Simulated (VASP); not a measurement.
# CuAu (P4/mmm) in VASP: notebook

One crystal, CuAu, is run at these levels: PBE; tasks: single point.

Program: VASP 6.6.1. These are calculated values, not measurements. Logs are shortened: lines on timing, memory, paths and dates and some standing lists are left out, and cuts for length are marked.

## Step 1: The crystal as given

It takes space group P4/mmm (No. 123, tetragonal). The conventional cell has a = 2.811 Å, b = 2.811 Å, c = 3.685 Å, α = 90.00°, β = 90.00°, γ = 90.00°. Au (site symmetry 4/mmm) has 8 Cu at 2.71 Å and 4 Au at 2.81 Å as nearest neighbours. Cu (site symmetry 4/mmm) is surrounded by 8 Au at 2.71 Å and 4 Cu at 2.81 Å.

## Step 2: Single point, PBE

INCAR reads:

```
SYSTEM = CuAu
ADDGRID  = .FALSE.      
ALGO     = Normal         ! electronic algorithm
EDIFF    = 1E-6           ! SCF threshold, eV
ENCUT    = 460            ! plane-wave cutoff, eV
GGA      = PE             ! functional
ISIF     = 2              ! what is computed and relaxed
ISMEAR   = -5             ! smearing method
LASPH    = .TRUE.         ! aspherical terms in the spheres
LCHARG   = .FALSE.        ! write CHGCAR
LREAL    = .FALSE.        ! projectors in reciprocal space
LWAVE    = .FALSE.        ! write WAVECAR
NBANDS   = 18             ! bands
NELM     = 100            ! most SCF steps
PREC     = Accurate       ! precision mode
SIGMA    = 0.2            ! smearing width, eV
```

KPOINTS reads:

```
k-points
0
G
  10 10 8
  0 0 0
```

POSCAR reads:

```
CuAu
1.0
    2.8107494552      0.0000000000      0.0000000000
    0.0000000000      2.8107494552      0.0000000000
    0.0000000000      0.0000000000      3.6850000000
Au Cu
1 1
Direct
    0.0257070000      0.0114430000     -0.0258500000
    0.4994280000      0.4658820000      0.5068750000
```

Potentials or basis: VASP PAW PBE potentials, release 64 (Au, Cu).

Run with:

```console
> cat potpaw_PBE.64/Au/POTCAR potpaw_PBE.64/Cu/POTCAR > POTCAR
> mpirun -np 1 vasp_std > vasp.out
```

OUTCAR:

```text
SYSTEM = CuAu
   EDIFF = 1E-6
   ENCUT = 460
   GGA = PE
   ISIF = 2
   ISMEAR = -5
   LASPH = .TRUE.
   LREAL = .FALSE.
   NELM = 100
   PREC = Accurate

 Found    404 irreducible k-points:

 Following reciprocal coordinates:
            Coordinates               Weight
  0.000000  0.000000  0.000000      1.000000
  0.100000  0.000000  0.000000      2.000000
  0.000000  0.100000  0.000000      2.000000
  0.200000  0.000000  0.000000      2.000000
  0.000000  0.200000  0.000000      2.000000
  0.300000  0.000000  0.000000      2.000000
   k-points           NKPTS =    404   k-points in BZ     NKDIM =    404   number of bands    NBANDS=     18
   number of dos      NEDOS =    301   number of ions     NIONS =      2
   total plane-waves  NPLWV =  11200
   dimension x,y,z NGX =    20 NGY =   20 NGZ =   28
   dimension x,y,z NGXF=    40 NGYF=   40 NGZF=   56
   ions per type =               1   1
   NGX,Y,Z   is equivalent  to a cutoff of  11.83, 11.83, 12.63 a.u.
   NGXF,Y,Z  is equivalent  to a cutoff of  23.66, 23.66, 25.26 a.u.
 SYSTEM =  CuAu
   PREC   = accura    normal or accurate (medium, high low for compatibility)
   ISTART =      0    job   : 0-new  1-cont  2-samecut
   ICHARG =      2    charge: 1-file 2-atom 10-const
   ISPIN  =      1    spin polarized calculation?
   LNONCOLLINEAR =      F non collinear calculations
   LSORBIT =      F    spin-orbit coupling
   LASPH  =      T    aspherical Exc in radial PAW
   ENCUT  =  460.0 eV  33.81 Ry    5.81 a.u.   4.92  4.92  6.44*2*pi/ulx,y,z
   NELM   =    100;   NELMIN=  2; NELMDL= -5     # of ELM steps
   EDIFF  = 0.1E-05   stopping-criterion for ELM
   LREAL  =      F    real-space projection
   EDIFFG = 0.1E-04   stopping-criterion for IOM
   NSW    =      0    number of steps for IOM
   IBRION =     -1    ionic relax: 0-MD 1-quasi-New 2-CG
   NFREE  =      0    steps in history (QN), initial steepest desc. (CG)
   ISIF   =      2    stress and relaxation
   ISYM   =      2    0-nonsym 1-usesym 2-fastsym
   POTIM  = 0.5000    time-step for ionic-motion
   TEBEG  =    0.0;   TEEND  =   0.0 temperature during run
   PSTRESS=    0.0 pullay stress
   NELECT =      22.0000    total number of electrons
   NUPDOWN=      -1.0000    fix difference up-down
   EMIN   =  10.00;   EMAX   =-10.00  energy-range for DOS
   EFERMI =   0.00;   METHOD = LEGACY
   ISMEAR =    -5;   SIGMA  =   0.20  broadening in eV -4-tet -1-fermi 0-gaus
   EFERMI_NEDOS =   21; number of points for ismear=-14 and -15
   IALGO  =     38    algorithm
   IMIX   =      4    mixing-type and parameters
     AMIX     =   0.40;   BMIX     =  1.00
     AMIX_MAG =   1.60;   BMIX_MAG =  1.00
  volume/ion in A,a.u.               =      14.56        98.23
  Fermi-wavevector in a.u.,A,eV,Ry     =   1.491152  2.817868 30.253005  2.223533
  Thomas-Fermi vector in A             =   2.603843
   LORBIT       =      0    0 simple, 1 ext, 2 COOP (PROOUT), +10 PAW based schemes
   GGA     = PE    functional components
   LHFCALC =     F    Hartree Fock is set to
   AEXX    =    0.0000 exact exchange contribution
   IVDW    =     0    specifies the selected vdW correction
   LEPSILON=     F    determine dielectric tensor
   LRPA    =     F    only Hartree local field effects (RPA)
 non-spin polarized calculation
 Fermi weights with tetrahedron method with Bloechl corrections
  energy-cutoff  :      460.00
  volume of cell :       29.11
 maximum number of plane-waves:       676
   NGX =  9   NGY =  9   NGZ = 13

 number of electron      21.9999994 magnetization

 Free energy of the ion-electron system (eV)
  ---------------------------------------------------
  ext. energy  EPLUGINS =         0.00000000
  ---------------------------------------------------
  free energy    TOTEN  =        -6.96104462 eV

  energy without entropy =       -6.96104462  energy(sigma->0) =       -6.96104462

 E-fermi :   8.8423     XC(G=0): -12.6541

 val. band max:        9.0876583532   @ k =   0.5000   0.3000   0.1250
 cond. band min:       8.5862251766   @ k =   0.0000   0.5000   0.1250
 fundamental gap:     -0.5014331766
 Fermi energy:         8.8423048093

 k-point     1 :       0.0000    0.0000    0.0000
  band No.  band energies     occupation
      1      -1.0439      2.00000
      2       2.0849      2.00000
      3       2.2513      2.00000
      4       4.5978      2.00000
      5       4.6779      2.00000
      6       5.6990      2.00000
[... 10 lines left out ...]
     17      25.4560      0.00000
     18      26.2499      0.00000

 k-point     2 :       0.1000    0.0000    0.0000
  band No.  band energies     occupation
      1      -0.8115      2.00000
      2       2.1998      2.00000
      3       2.3822      2.00000
      4       4.4692      2.00000
      5       4.7074      2.00000
      6       5.5839      2.00000
[... 10 lines left out ...]
     17      26.2972      0.00000
     18      27.1947      0.00000

 k-point     3 :       0.0000    0.1000    0.0000
  band No.  band energies     occupation
      1      -0.8123      2.00000
      2       2.1910      2.00000
      3       2.3921      2.00000
      4       4.5044      2.00000
      5       4.6721      2.00000
      6       5.5907      2.00000
[... 10 lines left out ...]
     17      26.3100      0.00000
     18      27.0719      0.00000

 k-point     4 :       0.2000    0.0000    0.0000
  band No.  band energies     occupation
      1      -0.1594      2.00000
      2       2.4222      2.00000
      3       2.8487      2.00000
      4       4.0896      2.00000
      5       4.8245      2.00000
      6       5.2877      2.00000
[... 10 lines left out ...]
     17      25.7775      0.00000
     18      27.4635      0.00000

 k-point     5 :       0.0000    0.2000    0.0000
  band No.  band energies     occupation
      1      -0.1631      2.00000
      2       2.4097      2.00000
      3       2.8654      2.00000
      4       4.1214      2.00000
      5       4.7931      2.00000
      6       5.3074      2.00000
[... 10 lines left out ...]
     17      25.8092      0.00000
     18      27.5140      0.00000

 k-point     6 :       0.3000    0.0000    0.0000
  band No.  band energies     occupation
      1       0.7619      2.00000
      2       2.7093      2.00000
      3       3.4921      2.00000
      4       3.6628      2.00000
      5       4.8853      2.00000
      6       5.0280      2.00000
[... 10 lines left out ...]
     17      23.9943      0.00000
     18      26.3377      0.00000

 [... further k-points ...]

------------------------ aborting loop because EDIFF is reached ----------------------------------------

  FORCE on cell =-STRESS in cart. coord.  units (eV):
  Direction    XX          YY          ZZ          XY          YZ          ZX
  --------------------------------------------------------------------------------------
  -------------------------------------------------------------------------------------
  Total        1.2530986      1.1537275      1.2706044      0.0790905     -0.3329678     -0.1969680
  in kB       68.9626679     63.4939065     69.9260794      4.3526464    -18.3244528    -10.8398820
  external PRESSURE =      67.4608846 kB  Pullay stress =       0.0000000 kB

 VOLUME and BASIS-vectors are now :
 -----------------------------------------------------------------------------
  energy-cutoff  :      460.00
  volume of cell :       29.11
      direct lattice vectors                 reciprocal lattice vectors
     2.810749455  0.000000000  0.000000000     0.355776997  0.000000000  0.000000000
     0.000000000  2.810749455  0.000000000     0.000000000  0.355776997  0.000000000
     0.000000000  0.000000000  3.685000000     0.000000000  0.000000000  0.271370421

 POSITION                                       TOTAL-FORCE (eV/Angst)
 -----------------------------------------------------------------------------------
      0.07226      0.03216      3.58974        -0.297380     -0.497263      0.920510
      1.40377      1.30948      1.86783         0.297380      0.497263     -0.920510
 -----------------------------------------------------------------------------------
    total drift:                                0.000183      0.001082     -0.001091

  FREE ENERGIE OF THE ION-ELECTRON SYSTEM (eV)
  ---------------------------------------------------
  free  energy   TOTEN  =        -6.9610446194 eV

  energy  without entropy=       -6.9610446194  energy(sigma->0) =       -6.96104462
```

It took 2.1 min on 1 thread of Intel Xeon Platinum 8375C at 2.90GHz (Ice Lake), shared host; peak memory 0.29 GiB.

The run converged, but some of its settings lie outside the range that counts as converged, so its numbers aren't taken as properties of the crystal.

What came out:

```
Free energy            : -6.9610 eV
Pressure               : 6.7 GPa
Largest force          : 1.088 eV/Å
Band gap on the k mesh : none (metal or under the smearing width)
```

Caveat: tetrahedron occupations give inexact forces and stress in metals.

## Step 3: Single point, PBE

INCAR: that of step 2 with these lines changed.

```diff
@@ -7,3 +7,3 @@
 ISIF     = 2              ! what is computed and relaxed
-ISMEAR   = -5             ! smearing method
+ISMEAR   = 0              ! smearing method
 LASPH    = .TRUE.         ! aspherical terms in the spheres
```

KPOINTS is that of step 2.

POSCAR reads:

```
CuAu
1.0
    2.8107494552      0.0000000000      0.0000000000
    0.0000000000      2.8107494552      0.0000000000
    0.0000000000      0.0000000000      3.6850000000
Au Cu
1 1
Direct
    0.0000000000      0.0000000000      0.0000000000
    0.5000000000      0.5000000000      0.5000000000
```

Potentials or basis: VASP PAW PBE potentials, release 64 (Au, Cu).

Run with:

```console
> cat potpaw_PBE.64/Au/POTCAR potpaw_PBE.64/Cu/POTCAR > POTCAR
> mpirun -np 1 vasp_std > vasp.out
```

OUTCAR:

```text
SYSTEM = CuAu
   EDIFF = 1E-6
   ENCUT = 460
   GGA = PE
   ISIF = 2
   ISMEAR = 0
   LASPH = .TRUE.
   LREAL = .FALSE.
   NELM = 100
   PREC = Accurate

 Found    105 irreducible k-points:

 Following reciprocal coordinates:
            Coordinates               Weight
  0.000000  0.000000  0.000000      1.000000
  0.100000  0.000000  0.000000      4.000000
  0.200000  0.000000  0.000000      4.000000
  0.300000  0.000000  0.000000      4.000000
  0.400000  0.000000  0.000000      4.000000
  0.500000  0.000000  0.000000      2.000000
   k-points           NKPTS =    105   k-points in BZ     NKDIM =    105   number of bands    NBANDS=     18
   number of dos      NEDOS =    301   number of ions     NIONS =      2
   total plane-waves  NPLWV =  11200
   dimension x,y,z NGX =    20 NGY =   20 NGZ =   28
   dimension x,y,z NGXF=    40 NGYF=   40 NGZF=   56
   ions per type =               1   1
   NGX,Y,Z   is equivalent  to a cutoff of  11.83, 11.83, 12.63 a.u.
   NGXF,Y,Z  is equivalent  to a cutoff of  23.66, 23.66, 25.26 a.u.
 SYSTEM =  CuAu
   PREC   = accura    normal or accurate (medium, high low for compatibility)
   ISTART =      0    job   : 0-new  1-cont  2-samecut
   ICHARG =      2    charge: 1-file 2-atom 10-const
   ISPIN  =      1    spin polarized calculation?
   LNONCOLLINEAR =      F non collinear calculations
   LSORBIT =      F    spin-orbit coupling
[... 54 lines left out ...]

 val. band max:        8.7169161607   @ k =   0.5000   0.1000   0.5000
 cond. band min:       8.7270018686   @ k =   0.5000   0.1000   0.5000
 fundamental gap:      0.0100857079
 Fermi energy:         8.7235893952

 k-point     1 :       0.0000    0.0000    0.0000
  band No.  band energies     occupation
      1      -1.0367      2.00000
      2       2.1347      2.00000
      3       2.2863      2.00000
      4       4.6721      2.00000
      5       4.6721      2.00000
      6       5.7347      2.00000
[... 103 lines left out ...]
      5       4.6482      2.00000
      6       5.4521      2.00000
[... 10 lines left out ...]
     17      24.7389      0.00000
     18      25.8651      0.00000

 [... further k-points ...]

------------------------ aborting loop because EDIFF is reached ----------------------------------------

  FORCE on cell =-STRESS in cart. coord.  units (eV):
  Direction    XX          YY          ZZ          XY          YZ          ZX
  --------------------------------------------------------------------------------------
  -------------------------------------------------------------------------------------
  Total        0.9288954      0.9288954      0.6365025      0.0000000     -0.0000000     -0.0000000
  in kB       51.1205628     51.1205628     35.0290942      0.0000000     -0.0000000     -0.0000000
  external PRESSURE =      45.7567399 kB  Pullay stress =       0.0000000 kB

 VOLUME and BASIS-vectors are now :
 -----------------------------------------------------------------------------
  energy-cutoff  :      460.00
  volume of cell :       29.11
      direct lattice vectors                 reciprocal lattice vectors
     2.810749455  0.000000000  0.000000000     0.355776997  0.000000000  0.000000000
     0.000000000  2.810749455  0.000000000     0.000000000  0.355776997  0.000000000
     0.000000000  0.000000000  3.685000000     0.000000000  0.000000000  0.271370421

 POSITION                                       TOTAL-FORCE (eV/Angst)
 -----------------------------------------------------------------------------------
      0.00000      0.00000      0.00000         0.000000      0.000000      0.000000
      1.40537      1.40537      1.84250         0.000000      0.000000      0.000000
 -----------------------------------------------------------------------------------
    total drift:                               -0.000000      0.000000      0.000000

  FREE ENERGIE OF THE ION-ELECTRON SYSTEM (eV)
  ---------------------------------------------------
  free  energy   TOTEN  =        -7.0508325496 eV

  energy  without entropy=       -7.0395074188  energy(sigma->0) =       -7.04516998
```

Wall time 37 s (1 thread of Intel Xeon Platinum 8375C at 2.90GHz (Ice Lake), shared host); peak memory 0.16 GiB.

These settings aren't checked as converged: the numbers below hold their error.

What came out:

| Item | Value |
| --- | --- |
| Free energy | -7.0508 eV |
| Pressure | 4.6 GPa |
| Band gap on the k mesh | none (metal or under the smearing width) |

## Step 4: Single point, PBE

INCAR is that of step 3.

KPOINTS is that of step 3.

POSCAR reads:

```
CuAu
1.0
    2.8107494552      0.0000000000      0.0000000000
    0.0000000000      2.8107494552      0.0000000000
    0.0000000000      0.0000000000      3.6850000000
Au Cu
1 1
Direct
    0.0257070000      0.0114430000     -0.0258500000
    0.4994280000      0.4658820000      0.5068750000
```

Run with:

```console
> cat potpaw_PBE.64/Au/POTCAR potpaw_PBE.64/Cu/POTCAR > POTCAR
> mpirun -np 1 vasp_std > vasp.out
```

It took 2.1 min on 1 thread of Intel Xeon Platinum 8375C at 2.90GHz (Ice Lake), shared host; peak memory 0.29 GiB.

These settings aren't checked as converged: the numbers below hold their error.

Results:

| Item | Value |
| --- | --- |
| Free energy | -6.9561 eV |
| Pressure | 6.8 GPa |
| Largest force | 1.097 eV/Å |
| Band gap on the k mesh | none (metal or under the smearing width) |

## Step 5: The reference run

An earlier run on the cell as given: functional PBEsol; potentials or basis VASP PAW PBE potentials, release 64 (Au, Cu); cutoff 520 eV; k mesh 9 × 9 × 7; occupations fermi-dirac, width 0.05 eV; no spin polarisation.

- Pressure: -3.9 GPa
- Band gap on the k mesh: none (metal or under the smearing width)
